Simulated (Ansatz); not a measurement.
Write the native input for Ansatz 0.2.0 that does the following.

```
Task                : elastic constants
Functional          : PBE
Potentials or basis : Ansatz PAW
Cutoff              : 420 eV (not typed: the program's choice for these potentials)
k mesh              : 5 × 5 × 5
Occupations         : fermi-dirac, width 0.05 eV
Spin                : no spin polarisation
Atoms under strain  : relaxed
```

Sn:

```xyz
2
Lattice="0.0000 3.2333 3.2333 3.2333 0.0000 3.2333 3.2333 3.2333 0.0000" Properties=species:S:1:pos:R:3 pbc="T T T"
Sn    4.8500    4.8500    4.8500
Sn    3.2333    3.2333    3.2333
```

This isn't the form of Sn at room conditions, which is tetragonal (white tin).

One way to write it, as run:

input.yaml

```yaml
crystal:
  lattice:
    - [0.0, 3.2333428, 3.2333428]
    - [3.2333428, 0.0, 3.2333428]
    - [3.2333428, 3.2333428, 0.0]
  atoms:
    - { symbol: Sn, position: [0.75, 0.75, 0.75] }
    - { symbol: Sn, position: [0.5, 0.5, 0.5] }
hamiltonian:
  xc: pbe
  pseudopotentials: { kind: paw }
kpoints:
  mp_grid: { grid: [5, 5, 5] }
scf:
  occupations: { method: fermi_dirac, width: 0.05 }
output:
  forces: true
  stress: true
elastic:
  mode: relaxed_ion
  stencil: two_point
```

Potentials or basis: Ansatz PAW.

The run is started by

```sh
$ ansatz run input.yaml --threads 2 --pin off --max-ram 5632MiB --backend cpu --events-out ev --progress --plain --runs-dir out
```

Results of the run:

| Item | Value |
| --- | --- |
| Pressure | 4.0 GPa |
| Band gap on the k mesh | none (metal or under the smearing width) |
| Elastic constants C11, C12, C44 | 71, 45, 6 GPa |
| Voigt bulk modulus | 54 GPa |

Caveat: the cell is more than 3 GPa from zero pressure, which shifts response properties; elastic constants of metals need much finer meshes, so these are rough.

Wall time 22 s on 2 threads of Intel(R) Xeon(R) Processor @ 2.50GHz (Skylake/Cascade Lake) (shared host), peak memory 0.38 GiB.
